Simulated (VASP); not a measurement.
A run of VASP 6.6.1:

File POSCAR:

```
CoPtO3
1.0
    3.5948770000      0.0269830000     -0.0326580000
    0.0269830000      3.4535620000      0.0851730000
   -0.0326580000      0.0851730000      3.4406370000
Co Pt O
1 1 3
Direct
    0.5069970000      0.4780840000      0.4910200000
    0.9796580000      0.0115770000      0.0233760000
    0.4440390000      0.4934210000      0.0275690000
    0.0191360000      0.5305580000      0.5267390000
    0.4875280000      0.9989670000      0.4976250000
```

The input INCAR.step1:

```
  PREC = Accurate
  ENCUT = 520
  ISMEAR = -1
  SIGMA = 0.1
  LREAL = False
  LASPH = True
  NELM = 150
  ISPIN = 2
  MAGMOM = 0 0.19 0.07 0.06 0.06
  LMAXMIX = 4
  LDAU = True
  LDAUTYPE = 1
  LDAUL = 2 -1 -1
  LDAUU = 5.53 0 0
  LDAUJ = 0.86 0 0
  NBANDS = 30
  GGA = PE
  ALGO = Normal
  EDIFF = 1E-4
  LWAVE = True
  LCHARG = False
```

Contents of INCAR.step2:

```
  PREC = Accurate
  ENCUT = 520
  EDIFF = 1E-7
  ISMEAR = -1
  SIGMA = 0.1
  LREAL = False
  LASPH = True
  NELM = 150
  ALGO = Normal
  ISIF = 2
  LWAVE = False
  LCHARG = False
  ISPIN = 2
  MAGMOM = 0 0.19 0.07 0.06 0.06
  LORBIT = 11
  LMAXMIX = 4
  LDAU = True
  LDAUTYPE = 1
  LDAUL = 2 -1 -1
  LDAUU = 5.53 0 0
  LDAUJ = 0.86 0 0
  LDAUPRINT = 1
  METAGGA = R2SCAN
  LMIXTAU = True
  NBANDS = 30
  ISTART = 1
```

Contents of KPOINTS:

```
regular mesh
0
Gamma
  5 5 5
```

Potentials or basis: VASP PAW PBE potentials, release 64 (Co, Pt, O).

Launch:

```bash
$ cat potpaw_PBE.64/Co/POTCAR potpaw_PBE.64/Pt/POTCAR potpaw_PBE.64/O/POTCAR > POTCAR
$ cp INCAR.step1 INCAR
$ mpirun -np 1 vasp_std > vasp.out
$ cp INCAR.step2 INCAR
$ mpirun -np 1 vasp_std > vasp.out
```

Hardware: 1 thread of Intel(R) Xeon(R) 6975P-C (Granite Rapids), with other jobs on the host.

Problem. Estimate the wall time of this run.

Solution. Run time: 8.5 min on 1 thread of Intel(R) Xeon(R) 6975P-C (Granite Rapids), on a shared host, peak memory 0.28 GiB. Counts: scf iterations 27, k points 63.
